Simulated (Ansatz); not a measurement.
Crystal: BAs.

```
B As
1.0
     2.12755    0.00000    0.00000
     0.00000    3.17406    0.00000
     0.00000    0.00000    4.95098
B As
1 1
Direct
  0.00000 0.50000 0.00000
  0.50000 0.50000 0.50000
```

The cell was built by a generator and needn't be a form met in nature.

| Property | Result |
| --- | --- |
| Program | Ansatz 0.2.0 |
| Task | relaxation of cell and atoms |
| Functional | PBE |
| Dispersion | D3(BJ) |
| Potentials or basis | Ansatz PAW |
| Cutoff | 420 eV (not typed: the program's choice for these potentials) |
| k mesh | 12 × 8 × 6 |
| Occupations | fermi-dirac, width 0.05 eV |
| Spin | no spin polarisation |

At the start: volume 16.72 Å³/atom.

How do energy, volume and symmetry change on relaxing?

It ends after 31 steps and the volume is 12.52 Å³/atom (-25.1 %); space group P4/mmm (No. 123, to 0.05 Å).

The path:
| step | energy change (eV) | largest force (eV/Å) | volume (Å³) |
| --- | --- | --- | --- |
| 1 | 0.0000 | 0.0000 | 33.43 |
| 2 | -0.4072 | 0.0000 | 32.05 |
| 3 | -0.7230 | 0.0000 | 30.18 |
| 4 | -1.0084 | 0.0000 | 29.62 |
| 5 | -1.2441 | 0.0000 | 28.18 |
| 6 | -1.3547 | 0.0000 | 27.43 |
| 7 | -1.3631 | 0.0000 | 28.50 |
| 8 | -1.3749 | 0.0000 | 28.12 |
| 9 | -1.3764 | 0.0000 | 28.13 |
| 10 | -1.3772 | 0.0000 | 28.14 |
| 11 | -1.3783 | 0.0000 | 28.14 |
| 12 | -1.3838 | 0.0000 | 28.07 |
| 13 | -1.3949 | 0.0000 | 28.05 |
| 14 | -1.4143 | 0.0000 | 27.85 |
| 15 | -1.4762 | 0.0000 | 27.45 |
| 16 | -1.6612 | 0.0000 | 25.94 |
| 17 | -1.7555 | 0.0000 | 24.59 |
| 18 | -1.9186 | 0.0000 | 23.94 |
| 19 | -2.0534 | 0.0000 | 23.26 |
| 20 | -2.0826 | 0.0000 | 24.28 |
| 21 | -2.0850 | 0.0000 | 24.21 |
| 22 | -2.0850 | 0.0000 | 24.19 |
| 23 | -2.0851 | 0.0000 | 24.19 |
| 24 | -2.2589 | 0.0000 | 24.19 |
| 25 | -2.2986 | 0.0000 | 24.72 |
| 26 | -2.2998 | 0.0000 | 25.03 |
| 27 | -2.3001 | 0.0000 | 25.04 |
| 28 | -2.3001 | 0.0000 | 25.04 |
| 29 | -2.3008 | 0.0000 | 25.04 |
| 30 | -2.3008 | 0.0000 | 25.05 |
| 31 | -2.3008 | 0.0000 | 25.05 |

Final structure:
```xyz
2
Lattice="3.1183 0.0000 0.0000 0.0000 2.5656 0.0000 0.0000 0.0000 3.1309" Properties=species:S:1:pos:R:3 pbc="T T T"
B     0.0000    1.2828    0.0000
As    1.5591    1.2828    1.5655
```

Caveat: the volume moved by over 15 % at a fixed basis, so the end points are rough; the plane-wave basis is chosen anew once the cell has moved, so the energies of steps on either side of that aren't comparable.
